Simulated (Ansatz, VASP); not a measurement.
## One calculation of C, two programs

Contents of INCAR:

```
ALGO     = Normal         # electronic algorithm
EDIFF    = 1E-7           # SCF threshold, eV
ENCUT    = 520            # plane-wave cutoff, eV
GGA      = RE             # functional
ISIF     = 2              # what is computed and relaxed
ISMEAR   = -1             # smearing method
LASPH    = True           # aspherical terms in the spheres
LCHARG   = False          # write CHGCAR
LREAL    = False          # projectors in reciprocal space
LWAVE    = False          # write WAVECAR
NBANDS   = 16             # bands
NELM     = 100            # most SCF steps
PREC     = Accurate       # precision mode
SIGMA    = 0.1            # smearing width, eV
```

File KPOINTS:

```
k-points
0
Gamma
  12 12 4
```

Contents of POSCAR:

```
C
1.0
    2.4700000000      0.0000000000      0.0000000000
   -1.2350000000      2.1390827500      0.0000000000
    0.0000000000      0.0000000000      6.7900000000
C
4
Direct
    0.0000000000      0.0000000000      0.0000000000
    0.0000000000      0.0000000000      0.5000000000
    0.3333333318      0.6666666636      0.0050000000
    0.6666666659      0.3333333318      0.5050000000
```

Input for Ansatz:

```yaml
crystal:
  lattice:
    - [2.47, 0.0, 0.0]
    - [-1.235, 2.13908275, 0.0]
    - [0.0, 0.0, 6.79]
  atoms:
    - { symbol: C, position: [0.0, 0.0, 0.0] }
    - { symbol: C, position: [0.0, 0.0, 0.5] }
    - { symbol: C, position: [0.333333331775033, 0.666666663550066, 0.005] }
    - { symbol: C, position: [0.6666666658875166, 0.333333331775033, 0.505] }
kpoints:
  mp_grid:
    grid: [12, 12, 4]
    shift: [0.0, 0.0, 0.0]
hamiltonian:
  xc: revpbe
  pseudopotentials:
    kind: paw
scf:
  occupations:
    method: fermi_dirac
output:
  stress: true
```

This is a stacking variant of graphite.

Alike in both runs: task single point; functional revPBE; k mesh 12 × 12 × 4; no spin polarisation.

```csv
,VASP,Ansatz
version,VASP 6.6.1,Ansatz 0.2.0
potentials or method,"VASP PAW PBE potentials, release 64 (C)","plane waves, PAW"
plane-wave cutoff (eV),520,420
occupations,"fermi-dirac, width 0.1 eV",fermi-dirac
valence electrons in the cell,16,16
```

VASP gave:

- pressure (GPa): 3.0
- largest component of the traceless stress (GPa): 1.41

Task: Which values does Ansatz return?

Result: Pressure (GPa): 2.6; largest component of the traceless stress (GPa): 1.89.

Caveats: the PAW data sets were made with another functional, which shifts forces and pressure a little (VASP); this functional lacks dispersion, which binds the layers, so the pressure and a relaxed spacing across them are unreliable.
